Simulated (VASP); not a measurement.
Input of a VASP 6.6.1 run:

File INCAR:

```
SYSTEM = CuCl
PREC = Accurate ; ENCUT = 520
EDIFF = 1E-7 ; ISMEAR = 0
SIGMA = 0.02 ; LREAL = .FALSE.
LASPH = .TRUE. ; NELM = 100
ALGO = Fast ; ISIF = 2
LWAVE = .FALSE. ; LCHARG = .TRUE.
GGA = PS ; LELF = .TRUE.
LVHAR = .TRUE. ; NBANDS = 16
```

KPOINTS

```
regular mesh
0
G
  12 12 12
  0 0 0
```

The input POSCAR:

```
CuCl
1.0
    0.0000000000     -2.6454512616     -2.6454512616
    2.6454512616      0.0000000000     -2.6454512616
    2.6454512616     -2.6454512616      0.0000000000
Cu Cl
1 1
Direct
    0.0000000000      0.0000000000      0.0000000000
    0.7500000000      0.7500000000      0.7500000000
```

Potentials or basis: VASP PAW PBE potentials, release 64 (Cu, Cl).

The run is started by

```sh
$ cat potpaw_PBE.64/Cu/POTCAR potpaw_PBE.64/Cl/POTCAR > POTCAR
$ mpirun -np 1 vasp_std > vasp.out
```

**Question.** Estimate the pressure.

**Answer.** 0.2 GPa.

**Question.** Estimate the band gap on the k mesh.

**Answer.** 0.56 eV, direct.

Caveat: the PAW data sets were made with another functional, which shifts forces and pressure a little.

**Experimental background.**

From a printed reference work, data compilation, for a bulk crystal of CuCl at 4.2 K: band gap 3.399 eV (direct).

Against the measured gap of CuCl, 3.399 eV (direct; 4.2 K; a printed reference work, data compilation), the calculated 0.56 eV is off by -2.84 eV. So large a miss can be the level of theory's own, or it may mean another phase, state or a wrong row. The value is that of PBEsol on a finite k mesh, which can miss the band edges, without temperature or zero-point motion. Semilocal functionals fall short of measured gaps as a rule.
